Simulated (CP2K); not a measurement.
# Mo under changes of volume

One of the cells (15.892 Å³/atom); the others are scaled copies at fixed shape and fractional positions:

```
Mo
1.0
     2.74324    0.00000    0.00000
    -0.91441    2.58635    0.00000
    -0.91441   -1.29317    2.23984
Mo
1
Direct
  0.00000 0.00000 0.00000
```

- Program: CP2K 2026.2
- Functional: LDA
- Potentials or basis: GTH_POTENTIALS Mo GTH-PADE-q14; TZVP-MOLOPT-PBE-GTH basis
- Density cutoff: 6123 eV
- k mesh: 12 × 12 × 12
- Occupations: fermi-dirac, width 0.0259 eV
- Spin: no spin polarisation

```tsv
volume (Å³/atom)	energy over the lowest point (meV/atom)	pressure (GPa)
14.938	3.97	5.4
15.256	0.00	-1.3
15.574	8.61	-7.3
15.892	28.46	-12.6
16.209	?	?
16.527	97.28	-21.7
16.845	144.27	-25.6
```

Question: What does the run at 16.209 Å³/atom give?

Answer: Energy over the lowest point 58.36 meV/atom; pressure -17.4 GPa.

Worked out: A Birch-Murnaghan fit of order 3 (a polynomial in V^(-2/3)) to the other rows has its minimum at 15.19 Å³/atom with B0 = V·E''(V) = 310 GPa and B' = 4.3. It gives 58.32 meV/atom at 16.209 Å³/atom, against the run's 58.36, and -dE/dV = -17.4 GPa, against -17.4.

Energies are extrapolated to zero smearing.

Caveats: the basis of atomic orbitals isn't converged, which shifts pressures, moduli and gaps.
